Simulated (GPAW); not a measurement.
Set up this calculation in GPAW 26.7.0, as an ASE script.

| Quantity | Value |
| --- | --- |
| Task | single point |
| Functional | PBE |
| Potentials or basis | GPAW PAW data sets (gpaw-data 1.2.1) |
| Cutoff | 600 eV |
| Basis | pw |
| k mesh | 8 × 8 × 8 |
| Occupations | fermi-dirac, width 0.05 eV |
| Spin | no spin polarisation |
| Maxiter | 150 |

AgBr:

```
Ag Br
1.0
     0.00000    2.87015    2.87015
     2.87015    0.00000    2.87015
     2.87015    2.87015    0.00000
Ag Br
1 1
Cartesian
  0.0000 0.0000 0.0000
  2.8702 2.8702 2.8702
```

One way to write it, as run:

run.py

```python
from ase import Atoms
from ase.dft.bandgap import bandgap
from ase.io import write
from ase.units import Bohr, GPa
from gpaw import GPAW, PW
from gpaw.elf import elf_from_dft_calculation

atoms = Atoms(['Ag', 'Br'],
              cell=[[0.0, 2.87015, 2.87015],
                    [2.87015, 0.0, 2.87015],
                    [2.87015, 2.87015, 0.0]],
              scaled_positions=[[0.0, 0.0, 0.0],
                                [0.5, 0.5, 0.5]],
              pbc=True)

calc = GPAW(mode=PW(600),
            xc='PBE',
            kpts={'size': (8, 8, 8), 'gamma': True},
            occupations={'name': 'fermi-dirac', 'width': 0.05},
            nbands=23,
            convergence={'density': 1e-05, 'energy': 1e-05},
            maxiter=150,
            txt='gpaw.txt')
atoms.calc = calc
energy = atoms.get_potential_energy()
forces = atoms.get_forces()
stress = atoms.get_stress()
calc.write('gs.gpw')
write('result.traj', atoms)
print(f'Energy: {energy:.6f} eV')
print('Forces (eV/A):')
print(forces.round(4))
print('Stress (GPa):', (stress / GPa).round(3))
print('Fermi level:', round(calc.get_fermi_level(), 4), 'eV')
print(f'Gap: {bandgap(calc)[0]:.4f} eV, direct: {bandgap(calc, direct=True)[0]:.4f} eV')

# fields on the real-space grid
write('density.cube', atoms, data=calc.get_pseudo_density() * Bohr**3)
write('potential.cube', atoms, data=calc.get_electrostatic_potential())
write('elf.cube', atoms, data=elf_from_dft_calculation(calc).data)
```

Potentials or basis: GPAW PAW data sets (gpaw-data 1.2.1), pw.

Run with:

```console
$ OMP_NUM_THREADS=1 python run.py
```

It gave:

| Quantity | Value |
| --- | --- |
| Pressure | 2.5 GPa |
| Band gap on the k mesh | 0.66 eV, indirect (least direct gap 2.62 eV) |

Wall time 18 s on 1 thread of Intel(R) Xeon(R) Platinum 8488C (Sapphire Rapids) (shared host), peak memory 0.16 GiB.
